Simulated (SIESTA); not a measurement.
Runs of SIESTA 5.4.2 on Cu. The cell holds a slab with vacuum, 6 atoms: a = 2.531 Å, b = 2.531 Å, c = 25.327 Å, α = 90.00°, β = 90.00°, γ = 120.00°. 

```tsv
level	potentials or basis	gap on the mesh (eV)	largest force (eV/Å)
PBEsol	PseudoDojo 0.4 standard (PBEsol files), DZP (energy shift 0.003 Ry; two zetas on semicore shells)	none	0.09
revPBE	PseudoDojo 0.4 standard (PBE files), DZP (energy shift 0.003 Ry; two zetas on semicore shells)	none	(b)
PW91	PseudoDojo 0.4 standard (PBE files), DZP (energy shift 0.003 Ry; two zetas on semicore shells)	none	(a)
AM05	PseudoDojo 0.4 standard (PBEsol files), DZP (energy shift 0.003 Ry; two zetas on semicore shells)	none	0.11
RPBE	PseudoDojo 0.4 standard (PBE files), DZP (energy shift 0.003 Ry; two zetas on semicore shells)	none	0.48
WC	PseudoDojo 0.4 standard (PBEsol files), DZP (energy shift 0.003 Ry; two zetas on semicore shells)	none	0.09
BLYP	PseudoDojo 0.4 standard (PBE files), DZP (energy shift 0.003 Ry; two zetas on semicore shells)	none	0.51
LDA	PseudoDojo 0.4 standard (LDA files), DZP (energy shift 0.003 Ry; two zetas on semicore shells)	none	0.33
PBE	PseudoDojo 0.4 standard (PBE files), DZP (energy shift 0.003 Ry; two zetas on semicore shells)	none	0.26
```

Alike in all rows: task single point; no spin polarisation; cell as given; k mesh 8 × 8 × 1; smearing fermi-dirac 0.05 eV; grid cutoff 800 Ry; energy shift 0.003 Ry.

**Question.** Estimate the missing entries.

**Answer.** (a) 0.24; (b) 0.42.

Caveats: the basis of atomic orbitals isn't converged, which shifts pressures, moduli and gaps; the potentials were made for another functional, which shifts forces and pressure (some runs).

A gap of «none» marks a metal or a gap under the smearing width.
